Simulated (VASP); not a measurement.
# Zn (P6_3/mmc) in VASP: notebook

The runs below take Zn through band structure, equation of state, with LDA, PBE+D3(BJ).

Program: VASP 6.6.1. These are calculated values, not measurements. Logs are shortened: lines on timing, memory, paths and dates and some standing lists are left out, and cuts for length are marked.

## 1. The structure

Symmetry: P6_3/mmc, No. 194, hexagonal system. Conventional cell: a = 2.670 Å, b = 2.670 Å, c = 4.966 Å, α = 90.00°, β = 90.00°, γ = 120.00°. Zn (site symmetry -6m2) is surrounded by 12 Zn at 2.67 to 2.92 Å.

## 2. Band structure, LDA

Contents of run.py:

```python
from ase.calculators.vasp import Vasp
from ase.dft.bandgap import bandgap
from ase.spacegroup import crystal

atoms = crystal(
    ['Zn'],
    basis=[[0.6666666667, 0.3333333333, 0.75]],
    spacegroup=194,
    setting=1,
    cellpar=[2.67, 2.67, 4.966, 90.0, 90.0, 120.0],
    primitive_cell=True,
)
calc = Vasp(
    directory='calc',
    xc='lda',
    pp='LDA',
    setups={'base': 'minimal', 'Zn': '_GW'},
    prec='Accurate',
    encut=550,
    ediff=0.001,
    ismear=1,
    sigma=0.2,
    lreal='On',
    lasph=True,
    nelm=80,
    algo='Normal',
    isif=2,
    lwave=False,
    lcharg=True,
    kpts=[11, 11, 6],
    gamma=False,
)
atoms.calc = calc

print('energy (eV):', atoms.get_potential_energy())
print('free energy (eV):', atoms.get_potential_energy(force_consistent=True))
efermi = calc.get_fermi_level()
print('Fermi level (eV):', efermi)
path = atoms.cell.bandpath(npoints=60, eps=1e-4)
print('path:', path.path)
calc.set(kpts=path.kpts, reciprocal=True, icharg=11, isym=0, lcharg=False)
calc.calculate(atoms)
print('gap on the path (eV):', bandgap(calc, efermi=efermi)[0])
print('direct gap on the path (eV):', bandgap(calc, efermi=efermi, direct=True)[0])
```

Potentials or basis: VASP PAW LDA potentials, release 64 (Zn_GW).

Launch:

```bash
> python run.py
```

The log of the run:

```text
energy (eV): -2.14987004
free energy (eV): -2.15019843
Fermi level (eV): 5.73049576
path: GMKGALHA,LM,KH
gap on the path (eV): 0.0
direct gap on the path (eV): 0.0
```

OUTCAR:

```text
ENCUT = 550.000000
   EDIFF = 1.00e-03
   PREC = Accurate
   ICHARG = 11
   ISIF = 2
   ISMEAR = 1
   ISYM = 0
   NELM = 80
   LASPH = .TRUE.
   LREAL = On

 ion  position               nearest neighbor table
   1  0.667  0.333  0.750-   2 2.92   2 2.92   2 2.92   2 2.92   2 2.92   2 2.92
   2  0.333  0.667  0.250-   1 2.92   1 2.92   1 2.92   1 2.92   1 2.92   1 2.92

IMPORTANT INFORMATION: All symmetrisations will be switched off!
NOSYMM: (Re-)initialisation of all symmetry stuff for point group C_1.

----------------------------------------------------------------------------------------

                                     Primitive cell

  volume of cell :      30.6591

  direct lattice vectors                    reciprocal lattice vectors
     2.670000000  0.000000000  0.000000000     0.374531835  0.216236056  0.000000000
    -1.335000000  2.312287828  0.000000000     0.000000000  0.432472112  0.000000000
     0.000000000  0.000000000  4.966000000     0.000000000  0.000000000  0.201369311

  length of vectors
     2.670000000  2.670000000  4.966000000     0.432472112  0.432472112  0.201369311

  position of ions in fractional coordinates (direct lattice)
     0.666666667  0.333333333  0.750000000
     0.333333333  0.666666667  0.250000000

  ion indices of the primitive-cell ions
   primitive index   ion index
                 1           1
                 2           2

----------------------------------------------------------------------------------------

 KPOINTS: KPOINTS created by Atomic Simulation Env

Read explicit list of k-points.

 Found     60 k-points:

 Following reciprocal coordinates:
            Coordinates               Weight
  0.000000  0.000000  0.000000      0.016667
  0.062500  0.000000  0.000000      0.016667
  0.125000  0.000000  0.000000      0.016667
  0.187500  0.000000  0.000000      0.016667
  0.250000  0.000000  0.000000      0.016667
  0.312500  0.000000  0.000000      0.016667
[... 42 lines left out ...]
  0.030303  0.030303  0.500000      0.016667
  0.000000  0.000000  0.500000      0.016667
 [... further k-points ...]
   k-points           NKPTS =     60   k-points in BZ     NKDIM =     60   number of bands    NBANDS=     16
   number of dos      NEDOS =    301   number of ions     NIONS =      2
   total plane-waves  NPLWV =  16000
   dimension x,y,z NGX =    20 NGY =   20 NGZ =   40
   dimension x,y,z NGXF=    40 NGYF=   40 NGZF=   80
   ions per type =               2
   NGX,Y,Z   is equivalent  to a cutoff of  12.45, 12.45, 13.39 a.u.
   NGXF,Y,Z  is equivalent  to a cutoff of  24.91, 24.91, 26.78 a.u.
 SYSTEM =  unknown system
   PREC   = accura    normal or accurate (medium, high low for compatibility)
   ISTART =      0    job   : 0-new  1-cont  2-samecut
   ICHARG =     11    charge: 1-file 2-atom 10-const
   ISPIN  =      1    spin polarized calculation?
   LNONCOLLINEAR =      F non collinear calculations
   LSORBIT =      F    spin-orbit coupling
   LASPH  =      T    aspherical Exc in radial PAW
   ENCUT  =  550.0 eV  40.42 Ry    6.36 a.u.   5.11  5.11  9.50*2*pi/ulx,y,z
   NELM   =     80;   NELMIN=  2; NELMDL=  0     # of ELM steps
   EDIFF  = 0.1E-02   stopping-criterion for ELM
   LREAL  =      T    real-space projection
   EDIFFG = 0.1E-01   stopping-criterion for IOM
   NSW    =      0    number of steps for IOM
   IBRION =     -1    ionic relax: 0-MD 1-quasi-New 2-CG
   NFREE  =      0    steps in history (QN), initial steepest desc. (CG)
   ISIF   =      2    stress and relaxation
   ISYM   =      0    0-nonsym 1-usesym 2-fastsym
   POTIM  = 0.5000    time-step for ionic-motion
   TEBEG  =    0.0;   TEEND  =   0.0 temperature during run
   PSTRESS=    0.0 pullay stress
   NELECT =      24.0000    total number of electrons
   NUPDOWN=      -1.0000    fix difference up-down
   EMIN   =  10.00;   EMAX   =-10.00  energy-range for DOS
   EFERMI =   0.00;   METHOD = LEGACY
   ISMEAR =     1;   SIGMA  =   0.20  broadening in eV -4-tet -1-fermi 0-gaus
   EFERMI_NEDOS =   21; number of points for ismear=-14 and -15
   IALGO  =     38    algorithm
   IMIX   =      4    mixing-type and parameters
     AMIX     =   0.40;   BMIX     =  1.00
     AMIX_MAG =   1.60;   BMIX_MAG =  1.00
  volume/ion in A,a.u.               =      15.33       103.45
  Fermi-wavevector in a.u.,A,eV,Ry     =   1.508778  2.851177 30.972445  2.276410
  Thomas-Fermi vector in A             =   2.619187
   LORBIT       =      0    0 simple, 1 ext, 2 COOP (PROOUT), +10 PAW based schemes
   GGA     = CA    functional components
   LHFCALC =     F    Hartree Fock is set to
   AEXX    =    0.0000 exact exchange contribution
   IVDW    =     0    specifies the selected vdW correction
   LEPSILON=     F    determine dielectric tensor
   LRPA    =     F    only Hartree local field effects (RPA)
 non-spin polarized calculation
 Methfessel and Paxton  Order N= 1 SIGMA  =   0.20
  energy-cutoff  :      550.00
  volume of cell :       30.66
 maximum number of plane-waves:       909

 number of electron      24.0000011 magnetization

 Free energy of the ion-electron system (eV)
  ---------------------------------------------------
  ext. energy  EPLUGINS =         0.00000000
  ---------------------------------------------------
  free energy    TOTEN  =        -2.71169703 eV

  energy without entropy =       -2.70443863  energy(sigma->0) =       -2.70927756

 E-fermi :   5.9425     XC(G=0): -12.0086

 val. band max:        5.9356667774   @ k =   0.1852   0.1852   0.0000
 cond. band min:       5.9731977951   @ k =   0.3333   0.3333   0.0000
 fundamental gap:      0.0375310177
 Fermi energy:         5.9425049102

 k-point     1 :       0.0000    0.0000    0.0000
  band No.  band energies     occupation
      1      -4.4659      2.00000
      2      -2.4907      2.00000
      3      -1.8307      2.00000
      4      -1.6135      2.00000
      5      -1.6135      2.00000
      6      -1.5696      2.00000
[... 8 lines left out ...]
     15      22.9593      0.00000
     16      23.0881      0.00000

 k-point     2 :       0.0625    0.0000    0.0000
  band No.  band energies     occupation
      1      -4.3533      2.00000
      2      -2.4449      2.00000
      3      -1.8190      2.00000
      4      -1.6243      2.00000
      5      -1.5895      2.00000
      6      -1.5806      2.00000
[... 8 lines left out ...]
     15      21.1451      0.00000
     16      22.0251      0.00000

 k-point     3 :       0.1250    0.0000    0.0000
  band No.  band energies     occupation
      1      -4.0197      2.00000
      2      -2.3191      2.00000
      3      -1.7961      2.00000
      4      -1.6478      2.00000
      5      -1.5994      2.00000
      6      -1.5170      2.00000
[... 8 lines left out ...]
     15      19.5200      0.00000
     16      20.5852      0.00000

 k-point     4 :       0.1875    0.0000    0.0000
  band No.  band energies     occupation
      1      -3.4853      2.00000
      2      -2.1721      2.00000
      3      -1.7779      2.00000
      4      -1.6800      2.00000
      5      -1.5650      2.00000
      6      -1.5572      2.00000
[... 8 lines left out ...]
     15      19.2139      0.00000
     16      19.8624      0.00000
[... 628 lines left out ...]
 k-point    38 :       0.3667    0.2667    0.5000
  band No.  band energies     occupation
      1      -1.9175      2.00000
      2      -1.9175      2.00000
      3      -1.7894      2.00000
      4      -1.7894      2.00000
      5      -1.5852      2.00000
      6      -1.5852      2.00000
[... 8 lines left out ...]
     15       9.5391     -0.00000
     16       9.5391     -0.00000

 k-point    39 :       0.3333    0.3333    0.5000
  band No.  band energies     occupation
      1      -1.8652      2.00000
      2      -1.8652      2.00000
      3      -1.7678      2.00000
      4      -1.7678      2.00000
      5      -1.6021      2.00000
      6      -1.6021      2.00000
[... 8 lines left out ...]
     15       8.0003     -0.00000
     16       8.0003     -0.00000

 k-point    40 :       0.3030    0.3030    0.5000
  band No.  band energies     occupation
      1      -1.9015      2.00000
      2      -1.9015      2.00000
      3      -1.7629      2.00000
      4      -1.7629      2.00000
      5      -1.6020      2.00000
      6      -1.6020      2.00000
[... 8 lines left out ...]
     15       8.7005     -0.00000
     16       8.7005     -0.00000

 [... further k-points ...]

------------------------ aborting loop because EDIFF is reached ----------------------------------------

  FORCE on cell =-STRESS in cart. coord.  units (eV):
  Direction    XX          YY          ZZ          XY          YZ          ZX
  --------------------------------------------------------------------------------------
  -------------------------------------------------------------------------------------
  Total       -2.5626384     -7.7451251     -2.2693715     10.3069436     -0.0008469      0.0002994
  in kB     -133.9177205   -404.7428174   -118.5922525    538.6176914     -0.0442574      0.0156450
  external PRESSURE =    -219.0842635 kB  Pullay stress =       0.0000000 kB

 VOLUME and BASIS-vectors are now :
 -----------------------------------------------------------------------------
  energy-cutoff  :      550.00
  volume of cell :       30.66
      direct lattice vectors                 reciprocal lattice vectors
     2.670000000  0.000000000  0.000000000     0.374531835  0.216236056  0.000000000
    -1.335000000  2.312287828  0.000000000     0.000000000  0.432472112  0.000000000
     0.000000000  0.000000000  4.966000000     0.000000000  0.000000000  0.201369311

 POSITION                                       TOTAL-FORCE (eV/Angst)
 -----------------------------------------------------------------------------------
      1.33500      0.77076      3.72450         0.433488      0.210728     -0.000049
     -0.00000      1.54153      1.24150        -0.433488     -0.210728      0.000049
 -----------------------------------------------------------------------------------
    total drift:                                0.000357      0.001181      0.000664

  FREE ENERGIE OF THE ION-ELECTRON SYSTEM (eV)
  ---------------------------------------------------
  free  energy   TOTEN  =        -2.7116970283 eV

  energy  without entropy=       -2.7044386321  energy(sigma->0) =       -2.70927756
```

INCAR:

```text
ENCUT = 550.000000
SIGMA = 0.200000
EDIFF = 1.00e-03
ALGO = Normal
PREC = Accurate
ICHARG = 11
ISIF = 2
ISMEAR = 1
ISYM = 0
NELM = 80
LASPH = .TRUE.
LCHARG = .FALSE.
LWAVE = .FALSE.
LREAL = On
```

Wall time 42 s (1 thread of Intel Xeon Platinum 8488C (Sapphire Rapids), shared host); peak memory 0.13 GiB.

These settings aren't checked as converged (typed here: shifted = yes; LREAL = On; EDIFF = 0.001): the numbers below hold their error.

Results:

| Property | Result |
| --- | --- |
| Band gap along the path | none (metal or under the smearing width) |

Caveat: the log is that of the step along the path at fixed density, whose energy, stress, charges and moments have no meaning.

(Continued in part 2 of 2.)
